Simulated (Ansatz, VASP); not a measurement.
BN: VASP beside Ansatz

INCAR

```
SYSTEM = BN
ALGO = Normal ; EDIFF = 1E-6
ENCUT = 520 ; GGA = PE
ISIF = 2 ; ISMEAR = -1
LASPH = .TRUE. ; LCHARG = .FALSE.
LREAL = .FALSE. ; LWAVE = .FALSE.
NBANDS = 11 ; NELM = 60
PREC = Accurate ; SIGMA = 0.02
```

The input KPOINTS:

```
k-points
0
G
  12 12 12
  0 0 0
```

Contents of POSCAR:

```
BN
1.0
   -0.0416672041      1.8173030249      1.8173030249
    1.8173030249     -0.0416672041      1.8173030249
    1.8173030249      1.8173030249     -0.0416672041
B N
1 1
Direct
    0.0000135516      0.0000135516      0.0000135516
    0.2499864484      0.2499864484      0.2499864484
```

Input for Ansatz:

```yaml
crystal:
  lattice:
    - [-0.0416672041, 1.8173030249, 1.8173030249]
    - [1.8173030249, -0.0416672041, 1.8173030249]
    - [1.8173030249, 1.8173030249, -0.0416672041]
  atoms:
    - { symbol: B, position: [1.35516e-05, 1.35516e-05, 1.35516e-05] }
    - { symbol: "N", position: [0.2499864484, 0.2499864484, 0.2499864484] }
kpoints:
  mp_grid: { grid: [12, 12, 12] }
  band_path:
    path:
      - [0.0, 0.0, 0.0]
      - [-0.5, -0.5, 0.0]
      - [-0.375, -0.375, 0.25]
      - [-0.375, 0.0, 0.375]
      - [0.0, 0.0, 0.5]
      - [-0.5, -0.25, 0.25]
      - [0.0, 0.5, 0.5]
    npoints: 1
hamiltonian:
  xc: pbe
scf:
  occupations: { method: fermi_dirac, width: 0.02 }
  n_extra_bands: 4
output:
  forces: true
  stress: true
  eigenvalues: true
  write_density: true
  write_potential: true
  elf: true
  volumetric_format: npy
```

Change from the starting cell: epitaxial_111 strain +3.0%.

Alike in both runs: task single point; functional PBE; k mesh 12 × 12 × 12; occupations fermi-dirac, width 0.02 eV; no spin polarisation.

|  | VASP | Ansatz |
| --- | --- | --- |
| version | VASP 6.6.1 | Ansatz 0.2.0 |
| potentials or method | VASP PAW PBE potentials, release 64 (B, N) | plane waves, PAW |
| plane-wave cutoff (eV) | 520 | 420 |
| valence electrons in the cell | 8 | 8 |

```tsv
	VASP	Ansatz	Ansatz less VASP
gap on the k mesh at the Fermi level (eV)	4.32	4.33	+0.010
pressure (GPa)	-13.8	-13.9	-0.11
largest component of the traceless stress (GPa)	9.25	9.18	-0.071
rms of the force components (eV/Å)	0.025	0.021	-0.0041
```

Atom by atom the forces differ by 0.004 eV/Å (rms over components). With one functional, cell and mesh, what is left measures potentials, basis and numerics.

A k mesh can miss the band edges.
